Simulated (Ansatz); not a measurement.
## Epitaxial strain in Te2Mo: moduli and critical thickness

The calculation used DFT PBE, scalar-relativistic, plane waves, PAW in Ansatz 0.2.0. Settings: 420 eV cutoff, 12×12×2 k-mesh, Gaussian smearing of 0.02 eV, no spin polarisation.

The relaxed crystal:

```
CELL_PARAMETERS angstrom
3.55666 0.00000 0.00000
-1.77833 3.08016 0.00000
0.00000 0.00000 15.33161
ATOMIC_POSITIONS crystal
Te 0.33333 0.66667 0.63207
Te 0.66667 0.33333 0.13207
Te 0.66667 0.33333 0.36793
Te 0.33333 0.66667 0.86793
Mo 0.33333 0.66667 0.25000
Mo 0.66667 0.33333 0.75000
```

The a-b plane is strained alike in both directions, as on a substrate, while c and the atoms relax within the symmetry that the strain leaves. Stress is positive in compression; energies are free energies at the smearing used, per atom.

| strain (%) | c (Å) | σ in plane (GPa) | ΔE (meV/atom) |
| --- | --- | --- | --- |
| -6.0 | 15.9609 | 9.92 | 94.67 |
| -4.0 | 15.7606 | 6.09 | 40.10 |
| -2.0 | 15.5461 | 2.83 | 9.59 |
| +0.0 | 15.3316 | 0.00 | 0.00 |
| +2.0 | 15.1414 | -2.47 | 8.86 |
| +4.0 | 14.9514 | -4.64 | 34.13 |
| +6.0 | 14.7062 | -6.58 | 74.07 |

Q: Get the biaxial modulus twice, from the stresses and from the energies of the innermost pair.

A: From stress: M = −Δσ/Δε = (2.83 − (-2.47)) / 0.040 = 132 GPa. Two in-plane directions each store σε/2, so the energy density is Mε²: M = (mean ΔE)/(V ε²) = 9.22 meV / (27.993 Å³ × 0.020²) × 0.16022 GPa Å³/meV = 132 GPa. The two agree.

Q: How well does Mε², with M from the stresses, predict the outermost points?

A: 83.3 meV predicted against 94.7 computed at -6.0 %; 83.3 meV predicted against 74.1 computed at +6.0 %. Compression costs more than stretching, the usual sign of bonds that stiffen as they shorten.

Q: How does c respond, and up to what thickness can a film with 1 % or 2 % misfit stay coherent on a thick substrate?

A: c answers with ε_c = −0.66 ε. In an isotropic solid that ratio is 2ν/(1 − ν), so ν = r/(2 + r) = 0.25. A film of thickness h stores Mε²h per area, 13.2 mJ/m² per nm at 1 %. The Matthews–Blakeslee balance for pure edge misfit dislocations, h = b/(8πf(1 + ν)) × (ln(h/b) + 1), with b taken as the in-plane vector a = 3.56 Å, solved by iteration, gives 3.8 nm at f = 1 % and 1.3 nm at 2 %. This is an isotropic estimate in which the moduli cancel; the real Burgers vector, glide system, anisotropy and slow kinetics can shift it by a factor of a few, mostly upward.